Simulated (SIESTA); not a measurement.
Runs of SIESTA 5.4.2 on NiO. The structure is cubic, space group Fm-3m (No. 225). The conventional cell has a = 4.172 Å, b = 4.172 Å, c = 4.172 Å, α = 90.00°, β = 90.00°, γ = 90.00°. Ni (site symmetry m-3m) is surrounded by 6 O at 2.09 Å. O (site symmetry m-3m) has 6 Ni at 2.09 Å as nearest neighbours. 

```tsv
task	level	potentials or basis	U	cell	k mesh	optimiser	force tolerance	hubbard projector method	stress tolerance (GPa)	grid cutoff	energy shift	gap on the mesh (eV)	pressure (GPa)	moment (μB)	V0 of scaled cells (Å³/atom)	relaxed volume (Å³/atom)	B0 (GPa)
equation of state	PBE	SPMS 1.0 NC or PseudoDojo by element (PBE files), DZP (energy shift 0.002 Ry)	-	as given	8 × 8 × 8	-	-	-	-	800 Ry	0.002 Ry	-	-	-	9.07	-	188
single point	LDA	PseudoDojo 0.4 standard (LDA files), DZP (energy shift 0.002 Ry)	-	as given	8 × 8 × 8	-	-	-	-	800 Ry	0.002 Ry	none	-18.1	0.72	-	-	-
band structure	PBE	PseudoDojo 0.4 standard (PBE files), SZP (energy shift 0.002 Ry)	-	as given	11 × 11 × 11	-	-	-	-	800 Ry	0.002 Ry	none	(d)	1.51	-	-	-
band structure	PBE	PseudoDojo 0.4 standard (PBE files), SZ (energy shift 0.002 Ry)	-	as given	11 × 11 × 11	-	-	-	-	800 Ry	0.002 Ry	none	(c)	(b)	-	-	-
equation of state	AM05	PseudoDojo 0.4 standard (PBEsol files), DZP (energy shift 0.002 Ry)	-	as given	8 × 8 × 8	-	-	-	-	800 Ry	0.002 Ry	-	-	-	8.64	-	241
relaxation of cell and atoms	PBE	PseudoDojo 0.4 standard (PBE files), TZDP (energy shift 0.01 Ry)	-	relaxed	8 × 8 × 8	Broyden	0.04 eV/Å	-	-	800 Ry	0.01 Ry	none	0.0	(a)	-	9.18	-
relaxation of cell and atoms	vdW-DF2+U	PseudoDojo 0.4 standard (PBE files), SZP (energy shift 0.002 Ry)	Ni d U = 7 eV	relaxed	8 × 8 × 8	Broyden	0.01 eV/Å	1	0.05	1200 Ry	0.002 Ry	1.72	0.0	2.00	-	10.82	-
```

Alike in all rows: spin collinear, ferromagnetic start; smearing fermi-dirac 0.05 eV.

Q: Fill in the values left out.

A: (a) 1.84; (b) 0.33; (c) 9.4; (d) 11.7.

Caveats: the basis of atomic orbitals isn't converged, which shifts pressures, moduli and gaps; semicore shells carry a single zeta, which can move pressures by several GPa and volumes by a few percent (some runs); a cell with one magnetic atom can't hold antiferromagnetic order, which such compounds often take (some runs); semilocal functionals often make such compounds metallic where correlation or magnetic order opens a gap, which also shifts bond lengths (some runs); short orbitals over semicore shells can move pressures by several GPa (some runs); the potentials were made for another functional, which shifts forces and pressure (some runs); the valence orbitals were made in a potential fitted to the semicore shell under them, which widens gaps by tenths of an eV or more (some runs).

A k mesh can miss the band edges.

A gap of «none» marks a metal or a gap under the smearing width.

Not every run made on this cell is shown here.
